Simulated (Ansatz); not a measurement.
## Al2O3: pressure against volume scale

All results are calculated (Ansatz 0.2.0). Free energy against uniform scaling of the volume at fixed shape and fractions; periodic cell, basis, potentials, k mesh and filling as listed.

The cell before it is scaled or strained (space group P-3m1, No. 164):
```
cell vectors (Å)
   3.0175     0.0000     0.0000
  -1.5087     2.6132     0.0000
   0.0000     0.0000     7.5746
atoms (fractions of the cell vectors)
Al  0.00000  0.00000  0.27795
Al  0.00000  0.00000  0.72205
O   0.33333  0.66667  0.19945
O   0.66667  0.33333  0.80055
O   0.00000  0.00000  0.50000
```

Settings of every row: functional PBEsol; dispersion none; potentials PAW; wave cutoff 421.78 eV; density cutoff 1687.1 eV; k mesh 12x12x4; k shift 0x0x0; occupations fixed; smearing width 0 eV; spin none; SCF threshold exponent -10.

Limits: the cell comes from a prototype or a list of computed structures and needn't be the stable phase.

```
row  volume scale  V (Å³/atom)  pressure (GPa)  energy above lowest point (meV/atom)
  1          0.92        10.99           11.43                                    23
  2        0.9467       11.309            5.68                                   6.1
  3        0.9733       11.627               ?                                     ?
  4             1       11.946           -3.73                                   3.2
  5        1.0267       12.265           -7.55                                  14.4
  6        1.0533       12.582          -10.89                                  32.8
  7          1.08       12.901           -13.8                                  57.5
```

Question: what pressure should row 3 give?

Worked fit of pressure. Take u = (V_r/V)^(2/3) − 1 with V_r = 12.105 Å³ an atom, which is twice the finite (Eulerian) strain; such expansions in the strain, on which the Birch-Murnaghan equation of state is built, carry the rest volume and the bulk modulus. The shown rows have u = 0.06654, 0.04639, 0.00885, -0.00872, -0.02544, -0.04157. Least squares give pressure = −5.704 + 218.73 × u + 580.6 × u² GPa; a straight line predicts inner rows, each left out in turn, worse (root mean square 0.65 against 0.018 GPa). The rows lie off it by 0.01, -0.01, -0.01, 0.02, 0.00, -0.01. The pressure vanishes at u = 0.0245, or V = 11.67 Å³ an atom, and there the bulk modulus at fixed shape and fractions is B = −V dP/dV = (2/3)(1 + u) dP/du = 169 GPa. Letting shape and atoms relax would as a rule lower it, by much in layered, chain or molecular crystals. The withheld row has u = 0.02722, so the fit gives −5.704 + 218.73 × (0.02722) + 580.6 × (0.02722)² = 0.68 GPa.

The calculation gave 0.65 GPa. The fit lies 0.03 GPa (4.6 % of the value, 0.12 % of the column's range) above it; its largest miss of a shown row is 0.02 GPa.

The other values of row 3: energy above lowest point 0 meV/atom.
